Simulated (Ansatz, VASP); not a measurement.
# RbBr: VASP beside Ansatz

File INCAR:

```
SYSTEM = RbBr
PREC = Accurate
ENCUT = 520
EDIFF = 1E-8
ISMEAR = -1
SIGMA = 0.05
LREAL = .FALSE.
LASPH = .TRUE.
NELM = 80
ALGO = Normal
ISIF = 2
LWAVE = .FALSE.
LCHARG = .FALSE.
GGA = PE
LEFG = .TRUE.
NBANDS = 15
```

File KPOINTS:

```
regular mesh
0
G
  9 9 9
  0 0 0
```

Contents of POSCAR:

```
RbBr
1.0
    0.0000000000      3.4481421532      3.4481421532
    3.4481421532      0.0000000000      3.4481421532
    3.4481421532      3.4481421532      0.0000000000
Rb Br
1 1
Direct
    0.0000000000      0.0000000000      0.0000000000
    0.5000000000      0.5000000000      0.5000000000
```

Input for Ansatz:

```yaml
crystal:
  lattice:
    - [0.0, 3.4481421532, 3.4481421532]
    - [3.4481421532, 0.0, 3.4481421532]
    - [3.4481421532, 3.4481421532, 0.0]
  atoms:
    - { symbol: Rb, position: [0.0, 0.0, 0.0] }
    - { symbol: Br, position: [0.5, 0.5, 0.5] }
kpoints:
  mp_grid: { grid: [9, 9, 9] }
scf:
  occupations: { method: fermi_dirac, width: 0.05 }
hamiltonian:
  xc: pbe
  pseudopotentials: { kind: paw }
output:
  forces: true
  stress: true
  eigenvalues: true
  efg: { contact_densities: true }
  write_density: true
  write_potential: true
  elf: true
  volumetric_format: npy
```

Change from the starting cell: volume scaled by 0.95, PAW files.

Alike in both runs: task electric field gradients; functional PBE; k mesh 9 × 9 × 9; occupations fermi-dirac, width 0.05 eV; no spin polarisation.

|  | VASP | Ansatz |
| --- | --- | --- |
| version | VASP 6.6.1 | Ansatz 0.2.0 |
| potentials or method | VASP PAW PBE potentials, release 64 (Rb_sv, Br) | PAW with Ansatz's default frozen-core files, scalar-relativistic |
| plane-wave cutoff (eV) | 520 | 420 |
| valence electrons in the cell | 16 | 16 |

```csv
,VASP,Ansatz,Ansatz less VASP
gap on the k mesh at the Fermi level (eV),4.32,4.32,+0.002
pressure (GPa),0.7,0.7,-0.03
Vzz of the field gradient on the site that differs most (V/Å²),0.0,0.0,0.00
```

With one functional, cell and mesh, what is left measures potentials, basis and numerics. Ansatz warned: «gradients_without_spin_orbit».

Caveats: an odd mesh through Γ misses points on the zone boundary, where band edges often lie.
